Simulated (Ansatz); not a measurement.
# SiO2: a point defect seen from the nuclei (H on an O site), part 2 of 3

How do the nuclei near a point defect see it? The defect is H on an O site in SiO2 (cell charge +1), first unrelaxed. The cell is a supercell built from a computed entry of the Materials Project. Planned: a single point, then a relaxation, then a check of xc with n_extra_bands with xc_grid.

Ansatz 0.2.0; DFT, PBE, plane-wave PAW, default files, scalar-relativistic, as far as a step names no other. Earlier steps stand in the parts before.

## (3) Ions relaxed

input.yaml

```yaml
crystal:
  lattice:
    - [7.6036108327, 4.3899467611, 0.0]
    - [-7.6036108327, 4.3899467611, 0.0]
    - [0.0, 0.0, 8.55848854]
  atoms:
    - { symbol: Si, position: [0.3333333333, 0.0, 0.9371258] }
    - { symbol: Si, position: [0.6666666667, 0.6666666667, 0.9371258] }
    - { symbol: Si, position: [0.0, 0.3333333333, 0.9371258] }
    - { symbol: Si, position: [0.3333333333, 0.0, 0.5628742] }
    - { symbol: Si, position: [0.6666666667, 0.6666666667, 0.5628742] }
    - { symbol: Si, position: [0.0, 0.3333333333, 0.5628742] }
    - { symbol: Si, position: [0.3333333333, 0.3333333333, 0.0628742] }
    - { symbol: Si, position: [0.6666666667, 0.0, 0.0628742] }
    - { symbol: Si, position: [0.0, 0.6666666667, 0.0628742] }
    - { symbol: Si, position: [0.3333333333, 0.3333333333, 0.4371258] }
    - { symbol: Si, position: [0.6666666667, 0.0, 0.4371258] }
    - { symbol: Si, position: [0.0, 0.6666666667, 0.4371258] }
    - { symbol: H, position: [0.1404195817, 0.2808391633, 0.0] }
    - { symbol: O, position: [0.473752915, 0.94750583, 0.0] }
    - { symbol: O, position: [0.8070862483, 0.6141724967, 0.0] }
    - { symbol: O, position: [0.2808391633, 0.1404195817, 0.5] }
    - { symbol: O, position: [0.6141724967, 0.8070862483, 0.5] }
    - { symbol: O, position: [0.94750583, 0.473752915, 0.5] }
    - { symbol: O, position: [0.1929137517, 0.8070862483, 0.5] }
    - { symbol: O, position: [0.526247085, 0.473752915, 0.5] }
    - { symbol: O, position: [0.8595804183, 0.1404195817, 0.5] }
    - { symbol: O, position: [0.3858275033, 0.1929137517, 0.0] }
    - { symbol: O, position: [0.7191608367, 0.8595804183, 0.0] }
    - { symbol: O, position: [0.05249417, 0.526247085, 0.0] }
    - { symbol: O, position: [0.1929137517, 0.3858275033, 0.5] }
    - { symbol: O, position: [0.526247085, 0.05249417, 0.5] }
    - { symbol: O, position: [0.8595804183, 0.7191608367, 0.5] }
    - { symbol: O, position: [0.3333333333, 0.0, 0.75] }
    - { symbol: O, position: [0.6666666667, 0.6666666667, 0.75] }
    - { symbol: O, position: [0.0, 0.3333333333, 0.75] }
    - { symbol: O, position: [0.3333333333, 0.3333333333, 0.25] }
    - { symbol: O, position: [0.6666666667, 0.0, 0.25] }
    - { symbol: O, position: [0.0, 0.6666666667, 0.25] }
    - { symbol: O, position: [0.1404195817, 0.8595804183, 0.0] }
    - { symbol: O, position: [0.473752915, 0.526247085, 0.0] }
    - { symbol: O, position: [0.8070862483, 0.1929137517, 0.0] }
total_charge: 1
kpoints:
  mp_grid: { grid: [3, 3, 2] }
scf:
  occupations: { method: fermi_dirac, width: 0.01 }
hamiltonian:
  xc: pbe
  pseudopotentials: { kind: paw }
output:
  forces: true
  stress: true
  populations: true
  efg:
    quadrupole_moments_barn: { H: 0.00285783, O: -0.02558 }
    contact_densities: true
relax:
  f_tol: 0.03
  max_steps: 40
```

The run is started by

```
> ansatz run input.yaml --threads 1 --pin off --max-ram 3072MiB --backend cpu --events-out ev --progress --plain --runs-dir out
```

The log of the run:

```text
Warning: output.stress: scf.convergence.dr2_threshold = 1e-7 eV (the SCF's general default) is looser than the 3.6e-9 eV advised for a printed stress (1e-10 eV for each atom of the cell: 36). What an SCF threshold leaves in a stress goes as its square root, and in the free energy as the threshold itself, and one threshold admits the most on a small cell: of the crystals measured, under no hybrid functional and no lock of the moments, on runs that ended without the residual-converged pass, on stresses that held no estimate of that error, the worst erred by over 100 MPa in a component at 1e-7 eV an atom and by under 5 at 1e-10. Every solve of this run answers to scf.convergence.dr2_threshold, and the tensor of one is reported: a single SCF on the reported geometry and on this run's grids (its basis.xc_grid and basis.ecutrho_ratio typed), with scf.convergence.dr2_threshold at 3.6e-9 eV or tighter, prints it and tightens no other solve. Else set scf.convergence.dr2_threshold to 3.6e-9 eV or tighter. The threshold is an SCF's pass mark: one that does not reach it within its budget of iterations ends unconverged, or closes short of it on a stop that the run arms, and scf.convergence.dr2_threshold's page says what that costs each kind of run
Warning: RAYON_NUM_THREADS=1 ignored (pool sized by the plan → 1); use --threads N
[... 10 set-up lines as earlier in the session ...]
Crystal: 36 atoms, lattice volume = 571.355 Å³
Basis set: ecut = 420 eV, 11207 PW (Γ), exchange–correlation on 120×120×120 points (8 copies of the dense FFT grid, shifted against one another)
Bands: 129, of which v1, the nominal top of the filled ones, is band 93 counted from 1 (92 counted from 0)
[... 2 set-up lines as earlier in the session ...]
k-points: 8 of 18 (time reversal used)
[... 10 set-up lines as earlier in the session ...]
SCF iter   1: F=—  HF=-20737.419033 eV  |F-HF|=—  |Δ(HF+E_count)|=         —  Δρ=1.19e-2  dr2=1.31e0  ethr=1.77e-3  ⟨swp⟩=7.0  Hψ=5202  notcnv=0  defer=173
preconditioner: auto → Resta (q_TF=auto, 2.263 Å⁻¹)  ε∞=2.7  [insulator: Δε(μ)=4.175 eV  Ē_g=16.469 eV  σ=0.010 eV  W_gap=1.00  n_scr=108 (ndim 8)  ℏωp=21.2 eV  f_vac=0.282  D(μ)=0.00/eV (n_scr^D=0)  ε∞_Penn≈2.7]
SCF iter   2: F=—  HF=-20737.016301 eV  |F-HF|=—  |Δ(HF+E_count)|=   4.03e-1  Δρ=3.84e-3  dr2=1.94e-1  ethr=7.03e-4  ⟨swp⟩=3.5  Hψ=1869  notcnv=0  defer=246
SCF iter   3: F=—  HF=-20736.954642 eV  |F-HF|=—  |Δ(HF+E_count)|=   6.17e-2  Δρ=1.81e-3  dr2=4.64e-2  ethr=1.04e-4  ⟨swp⟩=3.0  Hψ=1404  notcnv=0  defer=246
SCF iter   4: F=—  HF=-20736.937627 eV  |F-HF|=—  |Δ(HF+E_count)|=   1.70e-2  Δρ=6.27e-4  dr2=3.02e-3  ethr=2.49e-5  ⟨swp⟩=3.0  Hψ=1655  notcnv=0  defer=246
SCF iter   5: F=—  HF=-20736.936041 eV  |F-HF|=—  |Δ(HF+E_count)|=   1.59e-3  Δρ=3.72e-4  dr2=6.53e-4  ethr=1.63e-6  ⟨swp⟩=2.0  Hψ=1656  notcnv=0  defer=246
SCF iter   6: F=—  HF=-20736.935900 eV  |F-HF|=—  |Δ(HF+E_count)|=   1.41e-4  Δρ=1.19e-4  dr2=6.89e-5  ethr=3.51e-7  ⟨swp⟩=2.0  Hψ=1542  notcnv=0  defer=246
SCF iter   7: F=-20736.935892 eV  HF=-20736.935893 eV  |F-HF|=7.15e-7  |Δ(HF+E_count)|=   7.41e-6  Δρ=2.42e-5  dr2=4.20e-6  ethr=1.21e-8  ⟨swp⟩=4.0  Hψ=3121  notcnv=0
SCF 1 converged in 7 iterations: F = -20736.935892 eV  dr2 = 4.20e-6
relax step   1: F+E_penalty+E_count = -20736.93589231 eV  Δ(F+E_penalty+E_count) = +0.000e0 eV  max|allowed force component| = 2.834e0 eV/Å  Δτ_max = 0.0000 Å  (7 SCF iters, dr2 threshold 2.25e-5 eV, accepted)
Initial density: handed on by an earlier stage of this run
Initial wavefunctions: those handed on with the density
iter 1 solved again at ethr=1.63e-5 eV; its pass at ethr=3.10e-3 eV (dr2=3.03e-2 eV) is discarded
SCF iter   1: F=—  HF=-20737.266257 eV  |F-HF|=—  |Δ(HF+E_count)|=         —  Δρ=2.32e-3  dr2=3.20e-2  ethr=1.63e-5  ⟨swp⟩=2.8  Hψ=3709  notcnv=0  defer=246
preconditioner: auto → Resta (q_TF=auto, 2.263 Å⁻¹)  ε∞=2.7  [insulator: Δε(μ)=2.939 eV  Ē_g=16.271 eV  σ=0.010 eV  W_gap=1.00  n_scr=108 (ndim 8)  ℏωp=21.2 eV  f_vac=0.289  D(μ)=0.00/eV (n_scr^D=0)  ε∞_Penn≈2.7]
SCF iter   2: F=—  HF=-20737.258115 eV  |F-HF|=—  |Δ(HF+E_count)|=   8.14e-3  Δρ=1.21e-3  dr2=8.71e-3  ethr=1.63e-5  ⟨swp⟩=3.1  Hψ=1362  notcnv=0  defer=246
SCF iter   3: F=—  HF=-20737.256586 eV  |F-HF|=—  |Δ(HF+E_count)|=   1.53e-3  Δρ=3.80e-4  dr2=7.95e-4  ethr=4.68e-6  ⟨swp⟩=3.0  Hψ=1428  notcnv=0  defer=246
SCF iter   4: F=—  HF=-20737.256499 eV  |F-HF|=—  |Δ(HF+E_count)|=   8.76e-5  Δρ=1.99e-4  dr2=1.94e-4  ethr=4.27e-7  ⟨swp⟩=2.0  Hψ=1556  notcnv=0  defer=246
SCF iter   5: F=-20737.256467 eV  HF=-20737.256467 eV  |F-HF|=9.79e-8  |Δ(HF+E_count)|=   3.12e-5  Δρ=3.58e-5  dr2=1.01e-5  ethr=5.38e-8  ⟨swp⟩=3.0  Hψ=3430  notcnv=0
SCF 2 converged in 5 iterations: F = -20737.256467 eV  dr2 = 1.01e-5
relax step   2: F+E_penalty+E_count = -20737.25646735 eV  Δ(F+E_penalty+E_count) = -3.206e-1 eV  max|allowed force component| = 1.714e0 eV/Å  Δτ_max = 0.0445 Å  (5 SCF iters, dr2 threshold 1.00e-4 eV, accepted)
SCF iter   1: F=—  HF=-20737.745077 eV  |F-HF|=—  |Δ(HF+E_count)|=         —  Δρ=6.78e-3  dr2=2.89e-1  ethr=1.27e-3  ⟨swp⟩=4.5  Hψ=2520  notcnv=0  defer=244
preconditioner: auto → Resta (q_TF=auto, 2.263 Å⁻¹)  ε∞=2.7  [insulator: Δε(μ)=3.536 eV  Ē_g=16.234 eV  σ=0.010 eV  W_gap=1.00  n_scr=108 (ndim 8)  ℏωp=21.2 eV  f_vac=0.285  D(μ)=0.00/eV (n_scr^D=0)  ε∞_Penn≈2.7]
SCF iter   2: F=—  HF=-20737.662772 eV  |F-HF|=—  |Δ(HF+E_count)|=   8.23e-2  Δρ=3.28e-3  dr2=6.78e-2  ethr=1.55e-4  ⟨swp⟩=3.9  Hψ=1772  notcnv=0  defer=244
SCF iter   3: F=—  HF=-20737.641966 eV  |F-HF|=—  |Δ(HF+E_count)|=   2.08e-2  Δρ=1.11e-3  dr2=6.11e-3  ethr=3.64e-5  ⟨swp⟩=3.0  Hψ=1436  notcnv=0  defer=244
SCF iter   4: F=—  HF=-20737.640655 eV  |F-HF|=—  |Δ(HF+E_count)|=   1.31e-3  Δρ=3.83e-4  dr2=9.41e-4  ethr=3.28e-6  ⟨swp⟩=2.0  Hψ=1718  notcnv=0  defer=244
SCF iter   5: F=—  HF=-20737.640532 eV  |F-HF|=—  |Δ(HF+E_count)|=   1.23e-4  Δρ=1.17e-4  dr2=9.46e-5  ethr=5.06e-7  ⟨swp⟩=2.1  Hψ=1312  notcnv=0  defer=244
SCF iter   6: F=-20737.640516 eV  HF=-20737.640527 eV  |F-HF|=1.05e-5  |Δ(HF+E_count)|=   5.25e-6  Δρ=5.90e-5  dr2=1.82e-5  ethr=5.08e-8  ⟨swp⟩=4.0  Hψ=3118  notcnv=0
SCF 3 converged in 6 iterations: F = -20737.640516 eV  dr2 = 1.82e-5
relax step   3: F+E_penalty+E_count = -20737.64051607 eV  Δ(F+E_penalty+E_count) = -3.840e-1 eV  max|allowed force component| = 3.298e-1 eV/Å  Δτ_max = 0.0899 Å  (6 SCF iters, dr2 threshold 1.00e-4 eV, accepted)
[... from here on, the SCF cycles and remarks between the steps are left out ...]
relax step   4: F+E_penalty+E_count = -20737.71858925 eV  Δ(F+E_penalty+E_count) = -7.807e-2 eV  max|allowed force component| = 6.799e-1 eV/Å  Δτ_max = 0.2000 Å  (7 SCF iters, dr2 threshold 6.80e-6 eV, accepted)
relax step   5: F+E_penalty+E_count = -20737.85727057 eV  Δ(F+E_penalty+E_count) = -1.387e-1 eV  max|allowed force component| = 4.543e-1 eV/Å  Δτ_max = 0.2000 Å  (7 SCF iters, dr2 threshold 2.89e-5 eV, accepted)
relax step   6: F+E_penalty+E_count = -20737.89610659 eV  Δ(F+E_penalty+E_count) = -3.884e-2 eV  max|allowed force component| = 8.477e-2 eV/Å  Δτ_max = 0.0813 Å  (6 SCF iters, dr2 threshold 9.21e-5 eV, accepted)
relax step   7: F+E_penalty+E_count = -20737.90089133 eV  Δ(F+E_penalty+E_count) = -4.785e-3 eV  max|allowed force component| = 3.164e-2 eV/Å  Δτ_max = 0.0476 Å  (8 SCF iters, accepted)
relax step   8: F+E_penalty+E_count = -20737.90444535 eV  Δ(F+E_penalty+E_count) = -3.554e-3 eV  max|allowed force component| = 5.816e-2 eV/Å  Δτ_max = 0.0924 Å  (8 SCF iters, accepted)
relax step   9: F+E_penalty+E_count = -20737.90595343 eV  Δ(F+E_penalty+E_count) = -1.508e-3 eV  max|allowed force component| = 4.245e-2 eV/Å  Δτ_max = 0.0150 Å  (7 SCF iters, accepted)
relax step  10: F+E_penalty+E_count = -20737.90802961 eV  Δ(F+E_penalty+E_count) = -2.076e-3 eV  max|allowed force component| = 1.006e-2 eV/Å  Δτ_max = 0.0323 Å  (6 SCF iters, dr2 threshold 9.60e-7 eV, accepted)
iter 1 solved again at ethr=2.91e-10 eV; its pass at ethr=3.10e-3 eV (dr2=5.40e-7 eV) is discarded
SCF iter   1: F=—  HF=-20737.907921 eV  |F-HF|=—  |Δ(HF+E_count)|=         —  Δρ=1.03e-5  dr2=5.49e-7  ethr=2.91e-10  ⟨swp⟩=2.0  Hψ=2550  notcnv=0  defer=242
preconditioner: auto → Resta (q_TF=auto, 2.263 Å⁻¹)  ε∞=2.7  [insulator: Δε(μ)=4.616 eV  Ē_g=16.193 eV  σ=0.010 eV  W_gap=1.00  n_scr=108 (ndim 8)  ℏωp=21.2 eV  f_vac=0.281  D(μ)=0.00/eV (n_scr^D=0)  ε∞_Penn≈2.7]
SCF iter   2: F=—  HF=-20737.908030 eV  |F-HF|=—  |Δ(HF+E_count)|=   1.09e-4  Δρ=4.76e-6  dr2=1.44e-7  ethr=2.91e-10  ⟨swp⟩=3.0  Hψ=1566  notcnv=0  defer=242
SCF iter   3: F=-20737.908030 eV  HF=-20737.908030 eV  |F-HF|=2.53e-8  |Δ(HF+E_count)|=   7.36e-8  Δρ=2.27e-6  dr2=3.71e-8  ethr=5.38e-11  ⟨swp⟩=4.0  Hψ=3074  notcnv=0
SCF 11 converged in 3 iterations: F = -20737.908030 eV  dr2 = 3.71e-8
relax step  11: F+E_penalty+E_count = -20737.90802979 eV  Δ(F+E_penalty+E_count) = -1.860e-7 eV  max|allowed force component| = 1.017e-2 eV/Å  Δτ_max = 0.0000 Å  (3 SCF iters, accepted)
NSCF: frozen V_eff on 8 k-points
the band table was solved once a step of the walk had ended and its energy, with any forces and stress, was formed, with the checks that follow a solve (6218 applications of the Hamiltonian). They found nothing against the state; the energy, forces and stress were not computed again (output.eigenvalues in the input reference)
SCF converged after 3 iterations
Free energy (F): -20737.908030 eV
Harris-Foulkes:  -20737.908030 eV  (|F-HF|=2.53e-8)
Internal energy: -20737.908030 eV  (E = F + TS)
E sigma→0 (E₀):  -20737.908030 eV
Fermi energy:    2.770119 eV
--- Per-component energies (eV) ---
[... 15 lines left out ...]
--- Forces (eV/Å), atoms counted from 1 ---
  atom   1  Si     0.00091231     0.00395695    -0.00189239
  atom   2  Si     0.00160913    -0.00245970    -0.00385626
  atom   3  Si     0.00363346     0.00419530    -0.00384255
  atom   4  Si    -0.00525895     0.00430694    -0.00147025
  atom   5  Si    -0.00862620    -0.00127669    -0.00200901
  atom   6  Si     0.00038106    -0.00218311    -0.00230552
[... 30 lines left out ...]
  max |Σ_I F_I| component: 3.04e-5 eV/Å
--- Stress (GPa, compression-positive) ---
        0.611726      -0.202994       0.409163
       -0.202994       0.846124       0.236230
        0.409167       0.236233      -0.423972
  P = ⅓ Tr σ = 0.3446 GPa (3.446 kbar)
--- PAW observables at the nuclei: V_zz in 10²¹ V/m², potentials from the cell's mean, atoms counted from 1 ---
  atom   1  Si V_zz =    +1.537119   η = 0.5192   by run symmetry: allowed
            electrostatic potential = -1352.180029 V   contact ρ = 12800.571517 e/Å³
  atom   2  Si V_zz =    +1.524056   η = 0.5576   by run symmetry: allowed
            electrostatic potential = -1352.222966 V   contact ρ = 12800.811188 e/Å³
  atom   3  Si V_zz =    +6.270742   η = 0.0690   by run symmetry: allowed
            electrostatic potential = -1351.733020 V   contact ρ = 12802.377451 e/Å³
  atom   4  Si V_zz =    +0.472910   η = 0.5783   by run symmetry: allowed
            electrostatic potential = -1352.606087 V   contact ρ = 12800.843637 e/Å³
  atom   5  Si V_zz =    -0.499356   η = 0.4532   by run symmetry: allowed
            electrostatic potential = -1352.617101 V   contact ρ = 12800.920291 e/Å³
  atom   6  Si V_zz =    +1.616188   η = 0.2669   by run symmetry: allowed
            electrostatic potential = -1352.375658 V   contact ρ = 12800.962327 e/Å³
  atom   7  Si V_zz =    +6.270742   η = 0.0690   by run symmetry: allowed
            electrostatic potential = -1351.733020 V   contact ρ = 12802.377449 e/Å³
  atom   8  Si V_zz =    +1.537119   η = 0.5192   by run symmetry: allowed
            electrostatic potential = -1352.180029 V   contact ρ = 12800.571518 e/Å³
  atom   9  Si V_zz =    +1.524056   η = 0.5576   by run symmetry: allowed
            electrostatic potential = -1352.222966 V   contact ρ = 12800.811184 e/Å³
  atom  10  Si V_zz =    +1.616188   η = 0.2669   by run symmetry: allowed
            electrostatic potential = -1352.375658 V   contact ρ = 12800.962330 e/Å³
  atom  11  Si V_zz =    +0.472910   η = 0.5783   by run symmetry: allowed
            electrostatic potential = -1352.606087 V   contact ρ = 12800.843643 e/Å³
  atom  12  Si V_zz =    -0.499356   η = 0.4532   by run symmetry: allowed
            electrostatic potential = -1352.617101 V   contact ρ = 12800.920297 e/Å³
  atom  13  H  V_zz =    +1.962157   η = 0.0267   by run symmetry: allowed   C_q = +0.1356 MHz
            electrostatic potential = -36.854254 V   contact ρ = 3.230253 e/Å³
  atom  14  O  V_zz =   +10.668467   η = 0.0968   by run symmetry: allowed   C_q = -6.5987 MHz
            electrostatic potential = -616.876289 V   contact ρ = 2152.719641 e/Å³
  atom  15  O  V_zz =   +10.179083   η = 0.1713   by run symmetry: allowed   C_q = -6.2960 MHz
            electrostatic potential = -616.891929 V   contact ρ = 2153.179231 e/Å³
  atom  16  O  V_zz =    +9.961921   η = 0.1134   by run symmetry: allowed   C_q = -6.1617 MHz
            electrostatic potential = -617.111100 V   contact ρ = 2153.374340 e/Å³
  atom  17  O  V_zz =    +9.711567   η = 0.1543   by run symmetry: allowed   C_q = -6.0068 MHz
            electrostatic potential = -617.275828 V   contact ρ = 2153.492694 e/Å³
  atom  18  O  V_zz =    +9.790859   η = 0.1681   by run symmetry: allowed   C_q = -6.0559 MHz
            electrostatic potential = -617.096027 V   contact ρ = 2153.567206 e/Å³
  atom  19  O  V_zz =    +9.711567   η = 0.1543   by run symmetry: allowed   C_q = -6.0068 MHz
            electrostatic potential = -617.275828 V   contact ρ = 2153.492694 e/Å³
  atom  20  O  V_zz =    +9.790859   η = 0.1681   by run symmetry: allowed   C_q = -6.0559 MHz
            electrostatic potential = -617.096027 V   contact ρ = 2153.567206 e/Å³
  atom  21  O  V_zz =    +9.961921   η = 0.1134   by run symmetry: allowed   C_q = -6.1617 MHz
            electrostatic potential = -617.111100 V   contact ρ = 2153.374340 e/Å³
  atom  22  O  V_zz =    +9.856380   η = 0.0907   by run symmetry: allowed   C_q = -6.0964 MHz
            electrostatic potential = -616.360757 V   contact ρ = 2153.707827 e/Å³
  atom  23  O  V_zz =   +10.019512   η = 0.1571   by run symmetry: allowed   C_q = -6.1973 MHz
            electrostatic potential = -616.839916 V   contact ρ = 2153.453232 e/Å³
  atom  24  O  V_zz =    +9.655294   η = 0.2093   by run symmetry: allowed   C_q = -5.9720 MHz
            electrostatic potential = -616.404792 V   contact ρ = 2153.993441 e/Å³
  atom  25  O  V_zz =    +9.578138   η = 0.1470   by run symmetry: allowed   C_q = -5.9243 MHz
            electrostatic potential = -617.022121 V   contact ρ = 2153.663410 e/Å³
  atom  26  O  V_zz =    +9.752360   η = 0.1278   by run symmetry: allowed   C_q = -6.0320 MHz
            electrostatic potential = -617.190419 V   contact ρ = 2153.634803 e/Å³
  atom  27  O  V_zz =    +9.699624   η = 0.1491   by run symmetry: allowed   C_q = -5.9994 MHz
            electrostatic potential = -617.195968 V   contact ρ = 2153.641534 e/Å³
  atom  28  O  V_zz =   +10.477964   η = 0.0830   by run symmetry: allowed   C_q = -6.4808 MHz
            electrostatic potential = -617.011796 V   contact ρ = 2153.002321 e/Å³
  atom  29  O  V_zz =   +10.353292   η = 0.1360   by run symmetry: allowed   C_q = -6.4037 MHz
            electrostatic potential = -617.012492 V   contact ρ = 2153.102960 e/Å³
  atom  30  O  V_zz =   +10.262142   η = 0.1328   by run symmetry: allowed   C_q = -6.3474 MHz
            electrostatic potential = -616.351484 V   contact ρ = 2153.505363 e/Å³
  atom  31  O  V_zz =   +10.262142   η = 0.1328   by run symmetry: allowed   C_q = -6.3474 MHz
            electrostatic potential = -616.351484 V   contact ρ = 2153.505363 e/Å³
  atom  32  O  V_zz =   +10.477964   η = 0.0830   by run symmetry: allowed   C_q = -6.4808 MHz
            electrostatic potential = -617.011796 V   contact ρ = 2153.002321 e/Å³
  atom  33  O  V_zz =   +10.353292   η = 0.1360   by run symmetry: allowed   C_q = -6.4037 MHz
            electrostatic potential = -617.012492 V   contact ρ = 2153.102960 e/Å³
  atom  34  O  V_zz =   +10.019512   η = 0.1571   by run symmetry: allowed   C_q = -6.1973 MHz
            electrostatic potential = -616.839916 V   contact ρ = 2153.453232 e/Å³
  atom  35  O  V_zz =    +9.655294   η = 0.2093   by run symmetry: allowed   C_q = -5.9720 MHz
            electrostatic potential = -616.404792 V   contact ρ = 2153.993441 e/Å³
  atom  36  O  V_zz =    +9.856380   η = 0.0907   by run symmetry: allowed   C_q = -6.0964 MHz
            electrostatic potential = -616.360757 V   contact ρ = 2153.707827 e/Å³
--- Band table (eV; the first three rows and the last of 8) ---
[... 4 lines left out ...]
--- Relaxed structure (11 steps of the walk, 11 accepted, 0 SCFs on fresh bases) ---
  F+E_penalty+E_count = -20737.90802979 eV   max|allowed force component| = 1.017e-2 eV/Å
  atoms:
[... 36 lines left out ...]
--- Löwdin populations: 36 sites ---
  site symbol       q [e]
[... 36 lines left out ...]
  spilling = 0.013847 (of n_electrons = 186.000000)
```

It took 6.2 min on 1 thread of Intel Xeon Platinum 8488C (Sapphire Rapids), shared host; peak memory 1.2 GiB.

Step by step:

```tsv
step	energy change (eV)	largest force component (eV/Å)
1	0.0000	2.834
2	-0.3206	1.714
3	-0.7046	0.330
4	-0.7827	0.680
5	-0.9214	0.454
6	-0.9602	0.085
7	-0.9650	0.032
8	-0.9686	0.058
9	-0.9701	0.042
10	-0.9721	0.010
11	-0.9721	0.010
```

Atom 36 and its like (O) moved farthest, 0.369 Å; the mean move was 0.178 Å.

At the end: gap on the mesh 4.62 eV, largest force 0.011 eV/Å, pressure 0.3 GPa.

What changed since step 2 (V_zz in 10²¹ V/m²; 10 of 21 rows, with the four largest changes of size):

```tsv
site	atoms	V_zz, PBE	V_zz, PBE relaxed	η, PBE	η, PBE relaxed
H	13	1.97	1.96	0.08	0.03
Si3	3, 7	4.55	6.27	0.01	0.07
O30	30, 31	10.69	10.26	0.20	0.13
O22	22, 36	9.50	9.86	0.49	0.09
O24	24, 35	10.68	9.66	0.11	0.21
Si1	1, 8	0.61	1.54	0.57	0.52
O23	23, 34	9.66	10.02	0.19	0.16
Si6	6, 10	0.63	1.62	0.29	0.27
Si2	2, 9	0.73	1.52	0.41	0.56
O14	14	9.49	10.67	0.25	0.10
```

Site by site (atoms counted from 1): 13 of 21, those nearest the defect, the farthest of each element and the two largest gradients.

```tsv
site	atoms	distance from the defect (Å)	V_zz (10²¹ V/m²)	η	C_Q (MHz)
H	13	0.00	1.96	0.03	0.136 (²H)
Si3	3, 7	1.63	6.27	0.07	–
O30	30, 31	2.49	10.26	0.13	-6.35 (¹⁷O)
O22	22, 36	2.50	9.86	0.09	-6.10 (¹⁷O)
O24	24, 35	2.51	9.66	0.21	-5.97 (¹⁷O)
Si1	1, 8	3.79	1.54	0.52	–
O23	23, 34	3.88	10.02	0.16	-6.20 (¹⁷O)
Si6	6, 10	4.01	1.62	0.27	–
Si2	2, 9	4.03	1.52	0.56	–
O28	28, 32	4.48	10.48	0.08	-6.48 (¹⁷O)
O14	14	5.05	10.67	0.10	-6.60 (¹⁷O)
Si5	5, 12	5.49	-0.50	0.45	–
O26	26	6.40	9.75	0.13	-6.03 (¹⁷O)
```

Direction of the V_zz axis (Cartesian unit vector):

```tsv
site	atom	x	y	z
Si1	1	0.72	-0.69	-0.12
Si2	2	0.10	0.94	-0.34
Si3	3	0.86	0.40	0.32
Si4	4	0.65	0.05	0.76
Si5	5	0.95	-0.04	-0.32
Si6	6	0.09	-0.14	0.99
H	13	0.81	0.47	0.35
O14	14	0.81	0.47	0.35
O15	15	0.81	0.47	0.36
O16	16	0.81	-0.47	0.35
```

The sizes of the gradients above 0.15 moved by 4 % in the median, over a factor of two at the site that moves most (small gradients counted from 0.15; Si5, 0.12 to -0.50), with a change of sign at Si4, Si5.

(Part 2 of 3 ends here.)
